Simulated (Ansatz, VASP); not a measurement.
## One calculation of Li, two programs

```
CELL_PARAMETERS angstrom
-1.80025 1.80025 1.80025
1.80025 -1.80025 1.80025
1.80025 1.80025 -1.80025
ATOMIC_POSITIONS crystal
Li 0.00000 0.00000 0.00000
```

Alike in both runs: task relaxation of cell and atoms; functional r2SCAN; k mesh 13 × 13 × 13; occupations fermi-dirac, width 0.05 eV; no spin polarisation.

```csv
,VASP,Ansatz
version,VASP 6.6.1,Ansatz 0.2.0
potentials or method,"VASP PAW PBE potentials, release 64 (Li_sv)","PAW with Ansatz's default frozen-core files, scalar-relativistic"
plane-wave cutoff (eV),600,500
valence electrons in the cell,3,3
```

|  | VASP | Ansatz | Ansatz less VASP |
| --- | --- | --- | --- |
| relaxed volume (Å³/atom) | 20.06 | 21.00 | +0.937 |
| relaxed cell length with the largest relative difference (Å) | 2.965 | 3.010 | +0.0455 |
| energy change over the relaxation (meV/atom) | -9 | -9 | +0.2 |

Caveats: the cutoff is under 1.25 times the usual one of these potentials, so pressure, stress and relaxed cells hold a basis-set (Pulay) error (VASP); the PAW data sets were made with another functional, which shifts forces and pressure a little (VASP).
